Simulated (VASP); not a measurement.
Wanted: the native input for a VASP 6.6.1 run.

```yaml
Task: relaxation of cell and atoms
Functional: PBE
Potentials_or_basis: VASP PAW PBE potentials, release 64 (Mo_sv)
Cutoff: 600 eV
k_mesh: 20 × 20 × 20
Occupations: methfessel-paxton, width 0.1 eV
Spin: no spin polarisation
Further_INCAR_settings: ALGO = Normal; EDIFF = 1e-06; IBRION = 2; EDIFFG = -0.01; NSW = 90; ISIF = 3
```

The structure of Mo lies in POSCAR:

```
Mo
1.0
   -1.5734150000      1.5734150000      1.5734150000
    1.5734150000     -1.5734150000      1.5734150000
    1.5734150000      1.5734150000     -1.5734150000
Mo
1
Direct
    0.0000000000      0.0000000000      0.0000000000
```

These files were run (other wordings do the same):

INCAR

```
SYSTEM = Mo
PREC = Accurate
ENCUT = 600
EDIFF = 1E-6
ISMEAR = 1
SIGMA = 0.1
LREAL = .False.
LASPH = .True.
NELM = 80
ALGO = Normal
ISIF = 3
LWAVE = .False.
LCHARG = .False.
GGA = PE
IBRION = 2
NSW = 90
EDIFFG = -0.01
```

KPOINTS

```
Automatic mesh
0
Gamma
  20 20 20
  0 0 0
```

Potentials or basis: VASP PAW PBE potentials, release 64 (Mo_sv).

The run is started by

```console
$ cat potpaw_PBE.64/Mo_sv/POTCAR > POTCAR
$ mpirun -np 1 vasp_std > vasp.out
```

Results of the run:

```yaml
Relaxed_volume: 15.82 Å³/atom
Relaxed_cell: a = 2.739 Å, b = 2.739 Å, c = 2.739 Å, α = 109.47°, β = 109.47°, γ = 109.47°
Space_group_after_relaxing_to_0.05_Å: Im-3m (No. 229)
Energy_gained_by_relaxing: 3.0 meV/atom
Ionic_steps: 3
Pressure_after_relaxing: -0.1 GPa
Band_gap_on_the_k_mesh: none (metal or under the smearing width)
```

It took 28 s on 1 thread of Intel(R) Xeon(R) 6975P-C (Granite Rapids), with other jobs on the host, peak memory 0.18 GiB.
